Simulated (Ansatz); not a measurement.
# P: a bulk modulus from differences

The cell was found from a structure generator's guess, not taken from experiment.

All numbers below come from Ansatz, DFT PBE, scalar-relativistic, plane waves, PAW. Settings of the last relaxation (1-atom cell): 420 eV, 22×22×22 k points, Gaussian smearing of 0.10 eV, no spin polarisation.

```
P
1.0
     2.44446    0.00000    0.00000
     0.00000    2.44446    0.00000
     0.00000    0.00000    2.44446
P
1
Cartesian
  0.0000 0.0000 0.0000
```

The cell was set to several volumes, with shape and atoms relaxed at each where symmetry leaves them free. Pressure is positive in compression, and energies count from the lowest row. No row has a gap on its mesh.

| row | V (Å³/atom) | P (GPa) | ΔE (meV/atom) |
| --- | --- | --- | --- |
| 1 | 12.854 | 19.71 | 96.4 |
| 2 | 13.292 | 13.44 | 51.3 |
| 3 | 13.730 | ? | ? |
| 4 | 14.168 | 3.89 | 5.2 |
| 5 | 14.607 | 0.00 | 0.0 |
| 6 | 15.045 | -3.08 | 4.6 |
| 7 | 15.483 | -5.43 | 16.4 |
| 8 | 16.067 | -8.19 | 41.3 |

Problem. Find B = −V·ΔP/ΔV from rows 4 and 6 and from rows 1 and 2, and from the two its slope B′ and its value B0 at zero pressure.

Solution. Rows 4 and 6 give −(14.168 + 15.045)/2 × (-3.08 − (3.89))/(15.045 − 14.168) = 116.1 GPa at a mean pressure of 0.41 GPa. Rows 1 and 2 give −(12.854 + 13.292)/2 × (13.44 − (19.71))/(13.292 − 12.854) = 187.1 GPa at a mean pressure of 16.57 GPa. So B′ = (187.1 − 116.1)/(16.57 − (0.41)) = 4.39 and B0 = 116.1 − 4.39 × (0.41) = 114.3 GPa. A third-order Birch–Murnaghan fit to all the energies gives B0 = 111.4 GPa and B′ = 5.1.

Problem. Estimate the pressure and energy of row 3.

Solution. From row 5, V0 = 14.607 × (1 + (0.00)/114.3) = 14.607 Å³/atom. Murnaghan's form P = (B0/B′)·[(V0/V)^B′ − 1] gives (114.3/4.39) × [(14.607/13.730)^4.39 − 1] = 8.13 GPa; the computed pressure is 8.32 GPa, so the estimate is off by -0.19 GPa. The work of compression from row 4, with the mean of the two pressures, gives ΔE = 5.2 + (8.13 + 3.89)/2 × (14.168 − 13.730)/160.2 × 1000 = 21.6 meV/atom (1 eV/Å³ = 160.2 GPa); the computed value is 21.8 meV/atom.

All volumes keep the k mesh of the relaxed cell. A later test with randomly moved atoms ended 2 meV/atom higher, in P4/mmm at a loose tolerance, which is no clear verdict on its stability.

The lattice stiffens steadily on compression and softens under tension, with the bulk modulus rising from 116.1 to 187.1 GPa between the two intervals used. In this simple cubic cell each atom has six equal neighbours at 2.44446 Å, clearly longer than a normal P–P single bond. Three p electrons per atom are thus shared among six contacts, giving partly filled p bands and metallic, electron-deficient bonding. Compression strengthens the p overlap, but the short-range repulsion rises faster, which accounts for the stiffening. The lower B′ from differences than from the fit probably reflects its averaging over a finite pressure range, since B′ usually falls with compression.

Simple cubic phosphorus is known as a high-pressure phase, whereas at ambient pressure a Peierls-type distortion into three short and three long contacts favours layered, three-bonded forms. The zero-pressure minimum is therefore one along the cubic volume path, and a positive bulk modulus there says nothing about resistance to shear or to such bond alternation, which a one-atom cell cannot host.
